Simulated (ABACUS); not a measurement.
WS2 (Tungstenite):

```
W S
1.0
     3.18000    0.00000    0.00000
    -1.59000    2.75396    0.00000
     0.00000    0.00000   12.50000
W S
2 4
Cartesian
  1.5900 0.9180 9.3750
  0.0000 1.8360 3.1250
  1.5900 0.9180 4.6875
  0.0000 1.8360 10.9375
  1.5900 0.9180 1.5625
  0.0000 1.8360 7.8125
```

Base run:

| Property | Result |
| --- | --- |
| Program | ABACUS 3.10.1 |
| Functional | PBEsol |
| Potentials or basis | PseudoDojo NC SR 0.4.1 PBE standard |
| Cutoff | 1361 eV |
| Density cutoff | 5442 eV |
| Basis | DZP LCAO (the cutoffs set its grid) |
| k mesh | 7 × 7 × 2 |
| Occupations | fermi-dirac, width 0.05 eV |
| Spin | no spin polarisation |

Its results: band gap on the k mesh 1.10 eV, indirect (least direct gap 2.23 eV); pressure -0.2 GPa; largest force 0.184 eV/Å.

Problem. The run is repeated on the same cell with these changes: functional from PBEsol to revPBE. What comes out?

Solution. Band gap on the k mesh 1.17 eV, indirect (least direct gap 2.24 eV); pressure 5.9 GPa; largest force 0.430 eV/Å.

revPBE binds less tightly than PBEsol, so the same cell stands under more pressure.

Caveats: the atomic orbitals were generated for these runs and aren't a published set; the potentials were made for another functional, which shifts forces and pressure; spin-orbit coupling is left out, which moves the levels of the heavy elements; an odd mesh through Γ misses points on the zone boundary, where band edges often lie; this functional lacks dispersion, which binds the layers, so the pressure and a relaxed spacing across them are unreliable; the basis of atomic orbitals isn't converged, which shifts pressures, moduli and gaps.

Not every run made on this cell is shown here.
